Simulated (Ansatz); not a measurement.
# Si: an elastic constant from a strain scan

Computed with DFT PBE+D3(BJ), scalar-relativistic, plane waves, PAW (Ansatz 0.2.0). The runs took a 420 eV cutoff, a Γ-centred 30×30×30 mesh and Gaussian smearing (0.15 eV). No spin polarisation. Energies are free energies at this smearing, counted from the undisturbed cell; pressure is positive in compression.

The starting cell (relaxed at this level; with this scan's settings it stands at -0.1 GPa; this form isn't the usual structure):

```
CELL_PARAMETERS angstrom
-1.61956 1.61956 1.30957
1.61956 -1.61956 1.30957
1.61956 1.61956 -1.30957
ATOMIC_POSITIONS crystal
Si 0.00000 0.00000 0.00000
```

The cell is strained by ε times the Voigt pattern (0, 0, 0, 0, 0, 1) (xx, yy, zz, yz, xz, xy; engineering shear) with fractional coordinates fixed. The cell holds 1 atom in V0 = 13.74 Å³. The stress column is τ = (1/V0) dE/dε, got from the stress tensor σ (compression positive) at each point as −det(1 + εP) σ : P(1 + εP)⁻¹, with P the pattern as a tensor.

| ε | ΔE (meV/atom) | τ (GPa) |
| --- | --- | --- |
| -0.1312 | 45.067 | -8.389 |
| -0.1125 | 32.720 | -6.992 |
| -0.0937 | 22.694 | -5.408 |
| -0.0750 | 15.169 | -4.122 |
| -0.0562 | 9.095 | -3.417 |
| -0.0375 | 4.319 | -2.498 |
| -0.0187 | 1.143 | -1.394 |
| 0.0000 | 0.000 | 0.000 |
| 0.0187 | 1.143 | 1.394 |
| 0.0375 | 4.319 | 2.498 |
| 0.0562 | 9.095 | 3.417 |
| 0.0750 | 15.169 | 4.122 |
| 0.0937 | 22.694 | 5.408 |
| 0.1125 | 32.720 | 6.992 |
| 0.1312 | 45.067 | 8.389 |
| 0.1500 | ? | ? |

Q: Which combination of elastic constants does this scan measure, and how large is it?

A: For small ε, τ = τ0 + Kε with K = pᵀCp, which for this pattern is C66 in the Cartesian frame shown. The parabola through τ at ε = -0.0187, 0 and 0.0187 has slope K = 75 GPa at zero. The energies per cell, E = NΔE, of the same two points give K = 2[E(ε₊)/ε₊ − E(ε₋)/ε₋]/[(ε₊ − ε₋)V0] = 76 GPa, in agreement.

Q: Predict the withheld row at ε = 0.1500 from the harmonic law, and compare.

A: ΔE = V0(τ0 ε + Kε²/2)/N = 71.939 meV/atom and τ = 11.18 GPa. The calculation gives 59.659 meV/atom and 9.68 GPa: the energy lies 17 % below the harmonic value.

In a metal these slopes depend on the k mesh and the smearing.